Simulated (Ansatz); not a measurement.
**InSe: stress in a strained cell**

Aim: deform InSe (equal xy, yz and zx engineering shear strains of +3 %) and compute stress, forces and field gradients with LAPW, PAW and all-electron datasets made for the crystal.

Method: DFT PBEsol, scalar-relativistic, in Ansatz 0.2.0.

**1. The starting structure**

Symmetry: C2/m, No. 12, monoclinic system. Conventional cell: a = 11.736 Å, b = 4.110 Å, c = 4.610 Å, α = 90.00°, β = 110.30°, γ = 90.00°. In (site symmetry m) is surrounded by 3 Se at 2.58 to 2.78 Å and 1 In at 2.74 Å. Se (site symmetry m) has 3 In at 2.58 to 2.78 Å as nearest neighbours.

As a file:

```
In Se
1.0
     5.86790   -2.05500    0.00000
     5.86790    2.05500    0.00000
    -1.59942    0.00000    4.32366
In Se
2 2
Direct
  0.88400 0.88400 0.00500
  0.11600 0.11600 0.99500
  0.66000 0.66000 0.64200
  0.34000 0.34000 0.35800
```

Atoms are numbered in the order of the input: In1, In2, Se3, Se4.

**2. After the deformation**

Space group C2/m before, P-1 after.

**3. LAPW, all electrons**

input.yaml reads:

```yaml
crystal:
  lattice:
    - [5.8370776766, -1.9669814598, 0.0571935402]
    - [5.8987276766, 2.1430185402, 0.1188435402]
    - [-1.5345608501, 0.0408636106, 4.299665171]
  atoms:
    - { symbol: In, position: [0.884, 0.884, 0.005] }
    - { symbol: In, position: [0.116, 0.116, 0.995] }
    - { symbol: Se, position: [0.66, 0.66, 0.642] }
    - { symbol: Se, position: [0.34, 0.34, 0.358] }
kpoints:
  mp_grid: { grid: [7, 7, 6] }
  band_path:
    path:
      - [0.0, 0.0, 0.0]
      - [0.0, 0.0, -0.5]
      - [0.0, -0.5, 0.0]
      - [0.0, 0.0, 0.0]
      - [-0.5, -0.5, 0.0]
      - [-0.5, 0.0, 0.5]
      - [0.0, 0.0, 0.0]
      - [-0.5, 0.0, 0.0]
      - [-0.5, -0.5, 0.5]
    npoints: 5
scf:
  occupations: { method: fermi_dirac, width: 0.02 }
hamiltonian:
  xc: pbesol
  pseudopotentials: { kind: all_electron, lapw: { basis_error: 0.0005 } }
output:
  forces: true
  stress: true
  eigenvalues: true
```

Started as:

```sh
ansatz run input.yaml --threads 1 --pin off --max-ram 6144MiB --backend cpu --events-out ev --progress --plain --runs-dir out
```

**4. PAW on the default files**

input.yaml reads:

```yaml
crystal:
  lattice:
    - [5.8370776766, -1.9669814598, 0.0571935402]
    - [5.8987276766, 2.1430185402, 0.1188435402]
    - [-1.5345608501, 0.0408636106, 4.299665171]
  atoms:
    - { symbol: In, position: [0.884, 0.884, 0.005] }
    - { symbol: In, position: [0.116, 0.116, 0.995] }
    - { symbol: Se, position: [0.66, 0.66, 0.642] }
    - { symbol: Se, position: [0.34, 0.34, 0.358] }
kpoints:
  mp_grid: { grid: [7, 7, 6] }
scf:
  occupations: { method: fermi_dirac, width: 0.02 }
hamiltonian:
  xc: pbesol
  pseudopotentials: { kind: paw }
output:
  forces: true
  stress: true
  eigenvalues: true
  efg: { contact_densities: true }
```

**5. All-electron PAW on datasets made for the crystal**

input.yaml: that of step 4 with these lines changed.

```diff
@@ -16,3 +16,3 @@
   xc: pbesol
-  pseudopotentials: { kind: paw }
+  pseudopotentials: { kind: all_electron, datasets: crystal }
 output:
```

(Steps that only read results are left out.)

Before running it: what results should come out? Wanted: pressure; largest shear or deviatoric stress.

**Answer**, as computed:

```
                                 quantity                                              value
                                 pressure  LAPW -0.37, PAW -0.38, crystal datasets -0.37 GPa
largest shear or deviatoric stress (LAPW)                                           1.62 GPa
```

The largest part of the stress beyond the pressure is 1.62 GPa in size, in the xx component; the atoms are carried along and not relaxed. No run of the undeformed cell stands beside it, so the pressure holds what the given cell had before the change. PAW: stress within 0.01 GPa of LAPW, forces within 1 meV/Å. Crystal datasets: stress within 0.01 GPa of LAPW, forces within 1 meV/Å.
